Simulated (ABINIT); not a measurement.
Runs of ABINIT 10.8.3 (patched build) on ScAl3. Symmetry: Pm-3m, No. 221, cubic system. Conventional cell: a = 4.088 Å, b = 4.088 Å, c = 4.088 Å, α = 90.00°, β = 90.00°, γ = 90.00°. Sc (site symmetry m-3m) has 12 Al at 2.89 Å as nearest neighbours. Around Al (site symmetry 4/mmm) lie 4 Sc at 2.89 Å and 8 Al at 2.89 Å. The cell is a database's computed one.

| task | level | potentials or basis | k mesh | cutoff (eV) | fine-grid cutoff | mesh quality | gap on the mesh (eV) | pressure (GPa) |
| --- | --- | --- | --- | --- | --- | --- | --- | --- |
| band structure | RPBE | JTH PAW PBE v2.0 | 7 × 7 × 7 | 544 | 1088.46 eV | not flagged | none | (a) |
| single point | PBEsol | JTH PAW PBE v2.0 | 9 × 9 × 9 | 544 | 1088.46 eV | not flagged | none | -0.9 |
| single point | LDA | JTH PAW LDA v2.0 | 4 × 4 × 4 | 544 | 1088.46 eV | coarse | none | -3.4 |
| band structure | PBEsol | PseudoDojo NC SR PBEsol v0.4.1 standard | 7 × 7 × 7 | 1061 | - | not flagged | none | -1.2 |

Alike in all rows: no spin polarisation; cell as given; smearing fermi-dirac 0.05 eV.

Task: Fill in the values left out.

Result: (a) 2.9.

Caveats: some runs use coarse meshes; the PAW data sets were made with another functional, which shifts forces and pressure a little (some runs).

A gap of «none» marks a metal or a gap under the smearing width.

Runs at the PBE level aren't shown here.
